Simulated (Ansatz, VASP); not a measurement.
# One calculation of BAs, two programs

INCAR

```
SYSTEM = BAs
  ALGO = Normal
  EDIFF = 1E-7
  ENCUT = 520
  GGA = PS
  ISIF = 2
  ISMEAR = -1
  LASPH = .TRUE.
  LCHARG = .FALSE.
  LREAL = .FALSE.
  LWAVE = .FALSE.
  NBANDS = 11
  NELM = 80
  PREC = Accurate
  SIGMA = 0.05
```

KPOINTS

```
k-points
0
G
  10 10 10
  0 0 0
```

The input POSCAR:

```
BAs
1.0
    0.0000000000      2.4043183418      2.4043183418
    2.4043183418      0.0000000000      2.4043183418
    2.4043183418      2.4043183418      0.0000000000
As B
1 1
Direct
    0.7500000000      0.7500000000      0.7500000000
    0.0000000000      0.0000000000      0.0000000000
```

The input input.yaml:

```yaml
crystal:
  lattice:
    - [0.0, 2.4043183418, 2.4043183418]
    - [2.4043183418, 0.0, 2.4043183418]
    - [2.4043183418, 2.4043183418, 0.0]
  atoms:
    - { symbol: As, position: [0.75, 0.75, 0.75] }
    - { symbol: B, position: [0.0, 0.0, 0.0] }
kpoints:
  mp_grid: { grid: [10, 10, 10] }
scf:
  occupations: { method: fermi_dirac, width: 0.05 }
hamiltonian:
  xc: pbesol
  pseudopotentials: { kind: all_electron, lapw: { basis_error: 0.0005 } }
output:
  forces: true
  stress: true
  eigenvalues: true
```

Change from the starting cell: volume scaled by 1.02.

Alike in both runs: task single point; functional PBEsol; k mesh 10 × 10 × 10; occupations fermi-dirac, width 0.05 eV; no spin polarisation.

```csv
,VASP,Ansatz
version,VASP 6.6.1,Ansatz 0.2.0
potentials or method,"VASP PAW PBE potentials, release 64 (As, B)","all-electron LAPW, scalar-relativistic"
plane-wave cutoff (eV),520,see its input
```

VASP gave:

| Property | Result |
| --- | --- |
| gap on the k mesh at the Fermi level (eV) | 1.10 |
| least direct gap on the mesh (eV) | 3.22 |
| pressure (GPa) | -2.6 |

**Question.** Estimate Ansatz's values.

**Answer.** gap on the k mesh at the Fermi level (eV): 1.11; least direct gap on the mesh (eV): 3.22; pressure (GPa): -3.4.

Ansatz ran all-electron here, so the differences hold the error of VASP's frozen core and of both bases.

Caveats: the PAW data sets were made with another functional, which shifts forces and pressure a little (VASP). A k mesh can miss the band edges.
